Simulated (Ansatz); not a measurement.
# GaP: the cost of one run

Computed with Ansatz 0.2.0 (DFT r2SCAN, scalar-relativistic, plane waves, PAW, unless a step's input says otherwise).

1 further run of the same task is left out (set aside as unsound or not needed).

**1. The structure to begin with**

The structure is cubic, space group F-43m (No. 216). Conventional cell: a = 5.451 Å, b = 5.451 Å, c = 5.451 Å, α = 90.00°, β = 90.00°, γ = 90.00°. Ga (site symmetry -43m) has 4 P at 2.36 Å as nearest neighbours. P (site symmetry -43m) has 4 Ga at 2.36 Å as nearest neighbours.

Coordinates:

```cif
data_structure
_symmetry_space_group_name_H-M 'P 1'
_symmetry_Int_Tables_number 1
_cell_length_a 3.8541
_cell_length_b 3.8541
_cell_length_c 3.8541
_cell_angle_alpha 60.000
_cell_angle_beta 60.000
_cell_angle_gamma 60.000
_cell_volume 40.48
loop_
_atom_site_label
_atom_site_type_symbol
_atom_site_fract_x
_atom_site_fract_y
_atom_site_fract_z
_atom_site_occupancy
Ga1 Ga 0.00000 0.00000 0.00000 1
P1 P 0.75000 0.75000 0.75000 1
```

This cell was relaxed beforehand with the same method: volume 20.24 Å³/atom, gap on the mesh 1.89 eV.

**2. Zero of energy**

Reference values: F = -4550.4829 eV; pressure 0.04 GPa; largest force 0.000 eV/Å; gap on the mesh 1.89 eV. It was computed beforehand with the settings of the runs below.

**3. Next: a two-dimensional strain map**

The cell is strained by p along both x and y and by q along z, with fractional coordinates fixed.

**4. At p = -0.050, q = -0.050**

The input, input.yaml:

```yaml
crystal:
  lattice:
    - [0.0, 2.5889875, 2.5889875]
    - [2.5889875, 0.0, 2.5889875]
    - [2.5889875, 2.5889875, 0.0]
  atoms:
    - { symbol: Ga, position: [0.0, 0.0, 0.0] }
    - { symbol: P, position: [0.75, 0.75, 0.75] }
basis:
  ecutwfc: 500
kpoints:
  mp_grid: { grid: [8, 8, 8] }
hamiltonian:
  xc: r2scan
scf:
  occupations: { method: gaussian, width: 0.05 }
output:
  forces: true
  stress: true
  eigenvalues: true
```

On the command line:

```
$ ansatz run input.yaml --threads 2 --pin off --max-ram 5120MiB --backend cpu --events-out ev --progress --plain --runs-dir out
```

**Question.** How long does this run take on 2 threads of Arm Neoverse V1, shared host, and how much memory does it need?

About 2.5 s, with a peak of 0.37 GiB.
